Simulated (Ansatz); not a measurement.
# One input, then a changed one: Bi (simple hexagonal type)

First run: DFT, PBE, all-electron LAPW, scalar-relativistic (Ansatz 0.2.0).

Command: `ansatz run input.yaml --threads 1 --pin off --max-ram 2048MiB --backend cpu --events-out ev --progress --plain --runs-dir out` It took 18 s on 1 thread of Arm Neoverse V1, on a shared host, peak memory 0.35 GiB.

```yaml
crystal:
  lattice:
    - [3.3900534553, 0.0, 0.0]
    - [-1.6950267276, 2.9358724125, 0.0]
    - [0.0, 0.0, 3.2246593881]
  atoms:
    - { symbol: Bi, position: [0.0, 0.0, 0.0] }
kpoints:
  mp_grid: { grid: [14, 14, 13] }
scf:
  occupations: { method: fermi_dirac, width: 0.1 }
hamiltonian:
  xc: pbe
  pseudopotentials: { kind: all_electron, lapw: { basis_error: 0.001 } }
output:
  forces: true
  stress: true
  eigenvalues: true
  populations: true
```

The cell comes from a relaxation on PAW files under the same functional, begun from a prototype that needn't be the stable phase.

This run: volume at 0.95 of the series' base cell.

It converges in 6 SCF iterations at a pressure of 2.82 GPa.

The input is then changed:

```diff
 kpoints:
-  mp_grid: { grid: [14, 14, 13] }
+  mp_grid: { grid: [11, 11, 10] }
 scf:
-  occupations: { method: fermi_dirac, width: 0.1 }
+  occupations: { method: tetrahedron }
+  lower_state_search: light
 hamiltonian:
```

Problem. Predict the outcome of the changed run.

Solution. It converges in 6 SCF iterations, free energy +11.8 meV/atom against the first run's. More than one line changes, and not each need have an effect. Some of the changed settings are coarser than converged work would use.
